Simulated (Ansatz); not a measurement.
# BP under changes of volume

One of the cells (11.682 Å³/atom); the others are scaled copies at fixed shape and fractional positions:

```xyz
2
Lattice="0.0000 2.2690 2.2690 2.2690 0.0000 2.2690 2.2690 2.2690 0.0000" Properties=species:S:1:pos:R:3 pbc="T T T"
P     3.4035    3.4035    3.4035
B     0.0000    0.0000    0.0000
```

- Program: Ansatz 0.2.0
- Functional: BLYP
- Dispersion: D4
- Potentials or basis: Ansatz PAW
- Cutoff: 420 eV (not typed: the program's choice for these potentials)
- k mesh: 10 × 10 × 10
- Occupations: fermi-dirac, width 0.05 eV
- Spin: no spin polarisation

```tsv
volume (Å³/atom)	energy over the lowest point (meV/atom)	pressure (GPa)	gap on the mesh (eV)
10.981	8.44	6.7	1.44
11.214	1.52	2.8	1.46
11.448	0.00	-0.7	1.49
11.682	3.33	-3.9	1.51
11.915	11.09	-6.7	1.54
12.149	?	?	?
12.383	38.12	-11.7	1.58
```

Task: What does the run at 12.149 Å³/atom give?

Result: Energy over the lowest point 22.81 meV/atom; pressure -9.3 GPa; gap on the mesh 1.56 eV.

Worked out: A Birch-Murnaghan fit of order 3 (a polynomial in V^(-2/3)) to the other rows has its minimum at 11.40 Å³/atom with B0 = V·E''(V) = 167 GPa and B' = 4.1. It gives 22.81 meV/atom at 12.149 Å³/atom, against the run's 22.81, and -dE/dV = -9.3 GPa, against -9.3. A straight line through the other rows of the gap, of slope 1.19 eV per unit of ln V, gives 1.56 eV, against the run's 1.56.

Energies are extrapolated to zero smearing.

Caveats: the PAW data sets come from PBE, with cores solved anew for the run's functional, which leaves a small shift of forces and pressure.

A mesh can miss the band edges.
